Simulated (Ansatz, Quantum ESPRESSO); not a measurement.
# Al chain with one H atom in line: ballistic transmission, part 2 of 4

How well does the junction conduct in the ballistic limit? It is: Al chain with one H atom in line.

Quantum ESPRESSO 7.5; plane-wave DFT, PBE, GBRV ultrasoft pseudopotentials; cross-check by Ansatz 0.2.0 with PAW datasets.

So far. Step 2 (Self-consistent run): The run needed 25 iterations to bring the estimated error under 1e-07 Ry; the largest force on any atom, held or free, is 3.31 eV/Å.

## Step 3: Transmission with pwcond.x

Level of this step: transmission by pwcond, lead and junction from one cell; plane-wave DFT, PBE, GBRV ultrasoft pseudopotentials (Quantum ESPRESSO).

prefixt takes both regions from one run: the lead from 0 to bdl, the scattering region from bdl to bds (units of alat). ikind = 1 puts the same lead on both sides. The program's T_tot counts both spins in a run without spin; the tables below give T per spin.

The input, cond.in:

```
&inputcond
  outdir = './out'
  prefixt = 'scf'
  tran_file = 'cond.dat'
  bdl = 0.6400000000
  bds = 3.8951733333
  ikind = 1
  ewind = 4.0
  epsproj = 1e-05
  nz1 = 7
  energy0 = 2.0
  denergy = -0.1
/
1
  0.00000000 0.00000000 1.00000000
41
```

Started as:

```
$ OMP_NUM_THREADS=1 mpirun -n 2 pwcond.x -in cond.in > cond.out
```

Log:

```text
[banner, memory and clock lines left out]
Program PWCOND v.7.5 starts

          URL

     ./out/scf.save/

     IMPORTANT: XC functional enforced from input :
     Exchange-correlation= PBE
                           (   1   4   3   4   0   0   0)
     Any further DFT definition will be discarded
     Please, verify this is what you really want

     negative rho (up, down):  1.364E-04 0.000E+00
     Reading collected, re-writing distributed wavefunctions

===== INPUT FILE containing all the regions =====

     GEOMETRY:

     lattice parameter (alat)  =      14.1729  a.u.
     the volume                =   11089.3778 (a.u.)^3
     the cross section         =     200.8724 (a.u.)^2
     l of the unit cell        =       3.8952 (alat)
     number of atoms/cell      =           13
     number of atomic types    =            2

     crystal axes: (cart. coord. in units of alat)
               a(1) = (  1.0000  0.0000  0.0000 )
               a(2) = (  0.0000  1.0000  0.0000 )
               a(3) = (  0.0000  0.0000  3.8952 )

   Cartesian axes

     site n.     atom                  positions (alat units)
          1        Al     tau(  1)=(  0.5000  0.5000  3.8952  )
          2        Al     tau(  2)=(  0.5000  0.5000  0.3200  )
          3        Al     tau(  3)=(  0.5000  0.5000  0.6400  )
          4        Al     tau(  4)=(  0.5000  0.5000  0.9600  )
          5        Al     tau(  5)=(  0.5000  0.5000  1.2800  )
          6        Al     tau(  6)=(  0.5000  0.5000  1.6000  )
          7        H      tau(  7)=(  0.5000  0.5000  1.7876  )
          8        Al     tau(  8)=(  0.5000  0.5000  1.9752  )
          9        Al     tau(  9)=(  0.5000  0.5000  2.2952  )
         10        Al     tau( 10)=(  0.5000  0.5000  2.6152  )
         11        Al     tau( 11)=(  0.5000  0.5000  2.9352  )
         12        Al     tau( 12)=(  0.5000  0.5000  3.2552  )
         13        Al     tau( 13)=(  0.5000  0.5000  3.5752  )

     nr1s                      =           54
     nr2s                      =           54
     nr3s                      =          216
     nr1sx                     =           54
     nr2sx                     =           54
     nr3sx                     =          216
     nr1                       =           60
     nr2                       =           60
     nr3                       =          240
     nr1x                      =           60
     nr2x                      =           60
     nr3x                      =          240

 _______________________________
  Radii of nonlocal spheres:

     type       ibeta     ang. mom.          radius (alat units)
       Al         1         0                    0.1354
       Al         2         1                    0.1354
       Al         3         2                    0.1354
       H          1         0                    0.0848
       H          2         0                    0.0848
----- General information -----

--- T calc. with identical leads (ikind=1) ---

     nrx                       =           54
     nry                       =           54
     nz1                       =            7

     energy0               =         2.0E+00
     denergy               =        -1.0E-01
     nenergy               =         41
     ecut2d                =         3.4E+01
     ewind                 =         4.0E+00
     epsproj               =         1.0E-05

     number of k_|| points=    1
                       cryst. coord.
        k(    1) = (   0.0000000   0.0000000), wk =   1.0000000
----- Information about left/right lead -----

     nocros                   =            9
     noins                    =            9
     norb                     =           27
     norbf                    =          101
     nrz                      =           35

      iorb      type   ibeta   ang. mom.   m       position (alat)
        1        1       1        0        1   taunew(   1)=(  0.5000  0.5000  0.0000)
        2        1       2        1        1   taunew(   2)=(  0.5000  0.5000  0.0000)
        3        1       2        1        2   taunew(   3)=(  0.5000  0.5000  0.0000)
        4        1       2        1        3   taunew(   4)=(  0.5000  0.5000  0.0000)
        5        1       3        2        1   taunew(   5)=(  0.5000  0.5000  0.0000)
        6        1       3        2        2   taunew(   6)=(  0.5000  0.5000  0.0000)
        7        1       3        2        3   taunew(   7)=(  0.5000  0.5000  0.0000)
        8        1       3        2        4   taunew(   8)=(  0.5000  0.5000  0.0000)
        9        1       3        2        5   taunew(   9)=(  0.5000  0.5000  0.0000)
       10        1       1        0        1   taunew(  10)=(  0.5000  0.5000  0.3200)
       11        1       2        1        1   taunew(  11)=(  0.5000  0.5000  0.3200)
       12        1       2        1        2   taunew(  12)=(  0.5000  0.5000  0.3200)
       13        1       2        1        3   taunew(  13)=(  0.5000  0.5000  0.3200)
       14        1       3        2        1   taunew(  14)=(  0.5000  0.5000  0.3200)
       15        1       3        2        2   taunew(  15)=(  0.5000  0.5000  0.3200)
       16        1       3        2        3   taunew(  16)=(  0.5000  0.5000  0.3200)
       17        1       3        2        4   taunew(  17)=(  0.5000  0.5000  0.3200)
       18        1       3        2        5   taunew(  18)=(  0.5000  0.5000  0.3200)
       19        1       1        0        1   taunew(  19)=(  0.5000  0.5000  0.6400)
       20        1       2        1        1   taunew(  20)=(  0.5000  0.5000  0.6400)
       21        1       2        1        2   taunew(  21)=(  0.5000  0.5000  0.6400)
       22        1       2        1        3   taunew(  22)=(  0.5000  0.5000  0.6400)
       23        1       3        2        1   taunew(  23)=(  0.5000  0.5000  0.6400)
       24        1       3        2        2   taunew(  24)=(  0.5000  0.5000  0.6400)
       25        1       3        2        3   taunew(  25)=(  0.5000  0.5000  0.6400)
       26        1       3        2        4   taunew(  26)=(  0.5000  0.5000  0.6400)
       27        1       3        2        5   taunew(  27)=(  0.5000  0.5000  0.6400)
    k slab    z(k)  z(k+1)     crossing(iorb=1,norb)
    1   0.0000 0.0183 0.0183   111111111000000000000000000
    2   0.0183 0.0366 0.0183   111111111000000000000000000
    3   0.0366 0.0549 0.0183   111111111000000000000000000
    4   0.0549 0.0731 0.0183   111111111000000000000000000
    5   0.0731 0.0914 0.0183   111111111000000000000000000
    6   0.0914 0.1097 0.0183   111111111000000000000000000
    7   0.1097 0.1280 0.0183   111111111000000000000000000
    8   0.1280 0.1463 0.0183   111111111000000000000000000
[...]
87        1       2        1        3   taunew(  87)=(  0.5000  0.5000  2.9352)
       88        1       3        2        1   taunew(  88)=(  0.5000  0.5000  2.9352)
       89        1       3        2        2   taunew(  89)=(  0.5000  0.5000  2.9352)
       90        1       3        2        3   taunew(  90)=(  0.5000  0.5000  2.9352)
       91        1       3        2        4   taunew(  91)=(  0.5000  0.5000  2.9352)
       92        1       3        2        5   taunew(  92)=(  0.5000  0.5000  2.9352)
       93        1       1        0        1   taunew(  93)=(  0.5000  0.5000  3.2552)
       94        1       2        1        1   taunew(  94)=(  0.5000  0.5000  3.2552)
       95        1       2        1        2   taunew(  95)=(  0.5000  0.5000  3.2552)
       96        1       2        1        3   taunew(  96)=(  0.5000  0.5000  3.2552)
       97        1       3        2        1   taunew(  97)=(  0.5000  0.5000  3.2552)
       98        1       3        2        2   taunew(  98)=(  0.5000  0.5000  3.2552)
       99        1       3        2        3   taunew(  99)=(  0.5000  0.5000  3.2552)
      100        1       3        2        4   taunew( 100)=(  0.5000  0.5000  3.2552)
      101        1       3        2        5   taunew( 101)=(  0.5000  0.5000  3.2552)
 ngper, shell number =          545          70
 ngper, n2d =          545         119
---  E-Ef =    2.0000000  k =    0.0000000   0.0000000
---  ie =          1  ik =          1
 Nchannels of the left tip =            3
 Right moving states:
   k1(2pi/a)   k2(2pi/a)   E-Ef (eV)
   0.1563851   0.0000053   2.0000000
  -0.3741978   0.0000014   2.0000000
  -0.3741978   0.0000014   2.0000000
 Left moving states:
   k1(2pi/a)   k2(2pi/a)   E-Ef (eV)
  -0.1563851   0.0000053   2.0000000
   0.3741978   0.0000014   2.0000000
   0.3741978   0.0000014   2.0000000

 to transmit
 Band j to band i transmissions and reflections:
    j         i     |T_ij|^2    |R_ij|^2

    1 -->     1     0.35219     0.64781
    1 -->     2     0.00000     0.00000
    1 -->     3     0.00000     0.00000
   Total T_j, R_j =    0.35219  0.64781

    2 -->     1     0.00000     0.00000
    2 -->     2     0.97235     0.00834
    2 -->     3     0.00000     0.01932
   Total T_j, R_j =    0.97235  0.02765

    3 -->     1     0.00000     0.00000
    3 -->     2     0.00000     0.01932
    3 -->     3     0.97235     0.00834
   Total T_j, R_j =    0.97235  0.02765

E-Ef(ev), T(x2 spins) =    2.0000000   4.5937643
---  E-Ef =    1.9000000  k =    0.0000000   0.0000000
---  ie =          2  ik =          1
 Nchannels of the left tip =            3
 Right moving states:
   k1(2pi/a)   k2(2pi/a)   E-Ef (eV)
   0.1473425   0.0000053   1.9000000
  -0.3874690   0.0000014   1.9000000
  -0.3874690   0.0000014   1.9000000
 Left moving states:
   k1(2pi/a)   k2(2pi/a)   E-Ef (eV)
  -0.1473425   0.0000053   1.9000000
   0.3874690   0.0000014   1.9000000
   0.3874690   0.0000014   1.9000000

 to transmit
 Band j to band i transmissions and reflections:
    j         i     |T_ij|^2    |R_ij|^2

    1 -->     1     0.44466     0.55534
    1 -->     2     0.00000     0.00000
    1 -->     3     0.00000     0.00000
   Total T_j, R_j =    0.44466  0.55534

    2 -->     1     0.00000     0.00000
    2 -->     2     0.97316     0.00766
    2 -->     3     0.00000     0.01918
   Total T_j, R_j =    0.97316  0.02684

    3 -->     1     0.00000     0.00000
    3 -->     2     0.00000     0.01918
    3 -->     3     0.97316     0.00766
   Total T_j, R_j =    0.97316  0.02684

E-Ef(ev), T(x2 spins) =    1.9000000   4.7819856
---  E-Ef =    1.8000000  k =    0.0000000   0.0000000
---  ie =          3  ik =          1
 Nchannels of the left tip =            3
 Right moving states:
   k1(2pi/a)   k2(2pi/a)   E-Ef (eV)
   0.1381201   0.0000053   1.8000000
  -0.4010292   0.0000014   1.8000000
  -0.4010292   0.0000014   1.8000000
 Left moving states:
   k1(2pi/a)   k2(2pi/a)   E-Ef (eV)
  -0.1381201   0.0000053   1.8000000
   0.4010292   0.0000014   1.8000000
   0.4010292   0.0000014   1.8000000

 to transmit
 Band j to band i transmissions and reflections:
    j         i     |T_ij|^2    |R_ij|^2

    1 -->     1     0.53146     0.46854
    1 -->     2     0.00000     0.00000
    1 -->     3     0.00000     0.00000
   Total T_j, R_j =    0.53146  0.46854

    2 -->     1     0.00000     0.00000
    2 -->     2     0.97407     0.00696
    2 -->     3     0.00000     0.01897
   Total T_j, R_j =    0.97407  0.02593

    3 -->     1     0.00000     0.00000
    3 -->     2     0.00000     0.01897
    3 -->     3     0.97407     0.00696
   Total T_j, R_j =    0.97407  0.02593

E-Ef(ev), T(x2 spins) =    1.8000000   4.9592082
[... further energies and points left out ...]
---  E-Ef =   -1.8000000  k =    0.0000000   0.0000000
---  ie =         39  ik =          1
 Nchannels of the left tip =            1
 Right moving states:
   k1(2pi/a)   k2(2pi/a)   E-Ef (eV)
  -0.1036056   0.0000053  -1.8000000
 Left moving states:
   k1(2pi/a)   k2(2pi/a)   E-Ef (eV)
   0.1036056   0.0000053  -1.8000000

 to transmit
 Band j to band i transmissions and reflections:
    j         i     |T_ij|^2    |R_ij|^2

    1 -->     1     0.12118     0.87882
   Total T_j, R_j =    0.12118  0.87882

E-Ef(ev), T(x2 spins) =   -1.8000000   0.2423680
---  E-Ef =   -1.9000000  k =    0.0000000   0.0000000
---  ie =         40  ik =          1
 Nchannels of the left tip =            1
 Right moving states:
   k1(2pi/a)   k2(2pi/a)   E-Ef (eV)
  -0.1162297   0.0000053  -1.9000000
 Left moving states:
   k1(2pi/a)   k2(2pi/a)   E-Ef (eV)
   0.1162297   0.0000053  -1.9000000

 to transmit
 Band j to band i transmissions and reflections:
    j         i     |T_ij|^2    |R_ij|^2

    1 -->     1     0.14030     0.85970
   Total T_j, R_j =    0.14030  0.85970

E-Ef(ev), T(x2 spins) =   -1.9000000   0.2805966
---  E-Ef =   -2.0000000  k =    0.0000000   0.0000000
---  ie =         41  ik =          1
 Nchannels of the left tip =            1
 Right moving states:
   k1(2pi/a)   k2(2pi/a)   E-Ef (eV)
  -0.1284569   0.0000053  -2.0000000
 Left moving states:
   k1(2pi/a)   k2(2pi/a)   E-Ef (eV)
   0.1284569   0.0000053  -2.0000000

 to transmit
 Band j to band i transmissions and reflections:
    j         i     |T_ij|^2    |R_ij|^2

    1 -->     1     0.15829     0.84171
   Total T_j, R_j =    0.15829  0.84171

E-Ef(ev), T(x2 spins) =   -2.0000000   0.3165890
   T_tot     2.00000      0.45938E+01
   T_tot     1.90000      0.47820E+01
   T_tot     1.80000      0.49592E+01
   T_tot     1.70000      0.51268E+01
   T_tot     1.60000      0.52869E+01
   T_tot     1.50000      0.54411E+01
   T_tot     1.40000      0.55897E+01
   T_tot     1.30000      0.57292E+01
   T_tot     1.20000      0.58427E+01
   T_tot     1.10000      0.59392E+01
   T_tot     1.00000      0.58071E+01
   T_tot     0.90000      0.49446E+01
   T_tot     0.80000      0.39436E+01
   T_tot     0.70000      0.39544E+01
   T_tot     0.60000      0.39662E+01
   T_tot     0.50000      0.39771E+01
   T_tot     0.40000      0.39859E+01
   T_tot     0.30000      0.39922E+01
   T_tot     0.20000      0.39964E+01
   T_tot     0.10000      0.39991E+01
   T_tot    -0.00000      0.39999E+01
   T_tot    -0.10000      0.39975E+01
   T_tot    -0.20000      0.39805E+01
   T_tot    -0.30000      0.37747E+01
   T_tot    -0.40000      0.00000E+00
   T_tot    -0.50000      0.00000E+00
   T_tot    -0.60000      0.00000E+00
   T_tot    -0.70000      0.00000E+00
   T_tot    -0.80000      0.00000E+00
   T_tot    -0.90000      0.00000E+00
   T_tot    -1.00000      0.00000E+00
   T_tot    -1.10000      0.00000E+00
   T_tot    -1.20000      0.00000E+00
   T_tot    -1.30000      0.00000E+00
   T_tot    -1.40000      0.55632E-01
   T_tot    -1.50000      0.10895E+00
   T_tot    -1.60000      0.15723E+00
   T_tot    -1.70000      0.20145E+00
   T_tot    -1.80000      0.24237E+00
   T_tot    -1.90000      0.28060E+00
   T_tot    -2.00000      0.31659E+00

Note: The following floating-point exceptions are signalling: IEEE_UNDERFLOW_FLAG
Note: The following floating-point exceptions are signalling: IEEE_UNDERFLOW_FLAG
```

Wall time 2.3 min (2 MPI ranks of Arm Neoverse V2, shared host); peak memory 0.3 GiB; 4.5 min of CPU time.

Read from the output:

| Property | Result |
| --- | --- |
| lead channels at the Fermi level, one spin | 2 |
| transmission at the Fermi level, one spin | 2.000 |
| conductance | 2.000 G₀ |

Per spin. The open channels by energy, zero at the Fermi level:

| energy (eV) | open channels |
| --- | --- |
| -2.00 | 1 |
| -1.90 | 1 |
| -1.70 | 1 |
| -1.60 | 1 |
| -1.40 | 1 |
| -1.30 | 0 |
| -1.20 | 0 |
| -1.00 | 0 |
| -0.90 | 0 |
| -0.80 | 0 |
| -0.60 | 0 |
| -0.50 | 0 |
| -0.30 | 2 |
| -0.20 | 2 |
| -0.10 | 2 |
| 0.00 | 2 |
| 0.10 | 2 |
| 0.20 | 2 |
| 0.30 | 2 |
| 0.50 | 2 |
| 0.60 | 2 |
| 0.80 | 2 |
| 0.90 | 3 |
| 1.00 | 3 |
| 1.20 | 3 |
| 1.30 | 3 |
| 1.40 | 3 |
| 1.60 | 3 |
| 1.70 | 3 |
| 1.90 | 3 |
| 2.00 | 3 |

Per spin. Table of transmission by energy, zero at the Fermi level:

| energy (eV) | transmission |
| --- | --- |
| -2.00 | 0.158 |
| -1.90 | 0.140 |
| -1.70 | 0.101 |
| -1.60 | 0.0786 |
| -1.40 | 0.0278 |
| -1.30 | 0 |
| -1.20 | 0 |
| -1.00 | 0 |
| -0.90 | 0 |
| -0.80 | 0 |
| -0.60 | 0 |
| -0.50 | 0 |
| -0.30 | 1.89 |
| -0.20 | 1.99 |
| -0.10 | 2.00 |
| 0.00 | 2.00 |
| 0.10 | 2.00 |
| 0.20 | 2.00 |
| 0.30 | 2.00 |
| 0.50 | 1.99 |
| 0.60 | 1.98 |
| 0.80 | 1.97 |
| 0.90 | 2.47 |
| 1.00 | 2.90 |
| 1.10 | 2.97 |
| 1.20 | 2.92 |
| 1.30 | 2.86 |
| 1.40 | 2.79 |
| 1.60 | 2.64 |
| 1.70 | 2.56 |
| 1.90 | 2.39 |
| 2.00 | 2.30 |

The program's own clock; routines nest. Time by routine:

| routine | wall time (s) | calls |
| --- | --- | --- |
| PWCOND | 135.9 | 1 |
| scatter_forw | 111.5 | 82 |
| local | 15.45 | 1 |
| compbs | 7.22 | 41 |
| compbs_2 | 5.97 | 41 |
| init | 0.8 | 1 |
| poten | 0.1 | 1 |

At no point does T exceed the number of channels.

(Continued in part 3 of 4.)

[Logs are printed without paths, hosts, clocks, repeated set-up lines and the standing remarks that a program may print on its own settings, such as how far it seeks lower states.]

[Hosts, paths, dates, database ids (printed as entryN), source tags and the programs' standing remarks are cut or masked in the printed files.]

[Maps of the electrostatic potential energy from Ansatz leave out the sawtooth potential of an applied field or a dipole correction, so their vacuum need not be flat; planar profiles and work functions include it.]
